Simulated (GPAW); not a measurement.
Cu:

```
CELL_PARAMETERS angstrom
0.00000 1.80750 1.80750
1.80750 0.00000 1.80750
1.80750 1.80750 0.00000
ATOMIC_POSITIONS crystal
Cu 0.00000 0.00000 0.00000
```

Program: GPAW 26.7.0. Alike in all runs: no spin polarisation; cell as given; k mesh 13 × 13 × 13; cutoff (eV) 600.

Order these runs on this cell by their pressure, lowest first.
A. level PBEsol; potentials or basis PAW data sets generated in the run's folder for this functional, pw; smearing fermi-dirac 0.05 eV; band path GXWKGLUWLK,UX; band points 100
B. level mBEEF; potentials or basis GPAW PAW data sets (gpaw-data 1.2.1), pw; smearing fermi-dirac 0.05 eV; band path GXWKGLUWLK,UX; band points 60
C. level LDA; potentials or basis the program's PAW data sets (release 1.2.1) made for this functional, pw; smearing gaussian 0.02 eV
D. level revPBE; potentials or basis the program's PAW data sets (release 1.2.1) made for this functional, pw; smearing fermi-dirac 0.05 eV; band path GXWKGLUWLK,UX; band points 80
E. level PBE; potentials or basis GPAW PAW data sets (gpaw-data 1.2.1), pw; smearing gaussian 0.018 eV

C (-11.5 GPa), A (-4.7 GPa), B (-2.8 GPa), E (3.1 GPa), D (6.9 GPa).

Caveats: the PAW data sets were made with another functional, which shifts forces and pressure a little (some runs).

Not every run made on this cell is shown here.
